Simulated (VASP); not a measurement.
Ti under changes of volume

One of the cells (16.449 Å³/atom); the others are scaled copies at fixed shape and fractional positions:

```
Ti
1.0
     4.51375    0.00000    0.00000
    -2.25687    3.90902    0.00000
     0.00000    0.00000    2.79678
Ti
3
Cartesian
  2.2569 1.3030 1.3984
  0.0000 2.6060 1.3984
  0.0000 0.0000 0.0000
```

This isn't the form of Ti at room conditions, which is hcp.

| Quantity | Value |
| --- | --- |
| Program | VASP 6.6.1 |
| Functional | PBEsol |
| Potentials or basis | VASP PAW PBE potentials, release 64 (Ti_sv) |
| Cutoff | 520 eV |
| k mesh | 6 × 6 × 8 |
| Occupations | fermi-dirac, width 0.05 eV |
| Spin | no spin polarisation |

```tsv
volume (Å³/atom)	energy over the lowest point (meV/atom)	pressure (GPa)
15.791	11.13	5.3
16.120	2.87	2.6
16.449	0.00	0.1
16.778	2.08	-2.2
17.107	?	?
```

Q: What does the run at 17.107 Å³/atom give?

A: Energy over the lowest point 8.67 meV/atom; pressure -4.3 GPa.

Worked out: A Birch-Murnaghan fit of order 2 (a polynomial in V^(-2/3)) to the other rows has its minimum at 16.47 Å³/atom with B0 = V·E''(V) = 119 GPa at fixed shape and positions, which overstates the stiffness. It gives 8.58 meV/atom at 17.107 Å³/atom, against the run's 8.67, and -dE/dV = -4.2 GPa, against -4.3.

Energies are extrapolated to zero smearing.

Caveats: the PAW data sets were made with another functional, which shifts forces and pressure a little.
